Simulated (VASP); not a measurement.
Write the native input for VASP 6.6.1 that does the following.

| Item | Value |
| --- | --- |
| Task | relaxation of cell and atoms |
| Functional | MS2 |
| Potentials or basis | VASP PAW PBE potentials, release 64 (P, B) |
| Cutoff | 600 eV |
| k mesh | 10 × 10 × 10 |
| Occupations | gaussian, width 0.05 eV |
| Spin | no spin polarisation |
| Further INCAR settings | ALGO = Normal; EDIFF = 1e-07; IBRION = 2; EDIFFG = -0.01; NSW = 40; ISIF = 3 |

The structure of BP lies in POSCAR:

```
BP
1.0
    0.0000000000      2.2690000000      2.2690000000
    2.2690000000      0.0000000000      2.2690000000
    2.2690000000      2.2690000000      0.0000000000
P B
1 1
Direct
    0.7500000000      0.7500000000      0.7500000000
    0.0000000000      0.0000000000      0.0000000000
```

The input as run:

INCAR

```
  ALGO = Normal
  EDIFF = 1E-7
  EDIFFG = -0.01
  ENCUT = 600
  IBRION = 2
  ISIF = 3
  ISMEAR = 0
  LASPH = T
  LCHARG = F
  LMIXTAU = T
  LREAL = F
  LWAVE = F
  METAGGA = MS2
  NELM = 80
  NSW = 40
  PREC = Accurate
  SIGMA = 0.05
```

KPOINTS

```
k-points
0
Gamma
  10 10 10
```

Potentials or basis: VASP PAW PBE potentials, release 64 (P, B).

Command:

```bash
$ cat potpaw_PBE.64/P/POTCAR potpaw_PBE.64/B/POTCAR > POTCAR
$ mpirun -np 1 vasp_std > vasp.out
```

It gave:

- Relaxed volume: 11.55 Å³/atom
- Relaxed cell: a = 3.197 Å, b = 3.197 Å, c = 3.197 Å, α = 60.00°, β = 60.00°, γ = 60.00°
- Space group after relaxing (to 0.05 Å): F-43m (No. 216)
- Energy gained by relaxing: 0.8 meV/atom
- Ionic steps: 3
- Pressure after relaxing: 0.0 GPa
- Band gap on the k mesh: 1.70 eV, indirect (least direct gap 4.20 eV)

Caveat: the PAW data sets were made with another functional, which shifts forces and pressure a little.

Wall time 100 s on 1 thread of Intel(R) Xeon(R) Platinum 8488C (Sapphire Rapids), with other jobs on the host, peak memory 0.16 GiB.
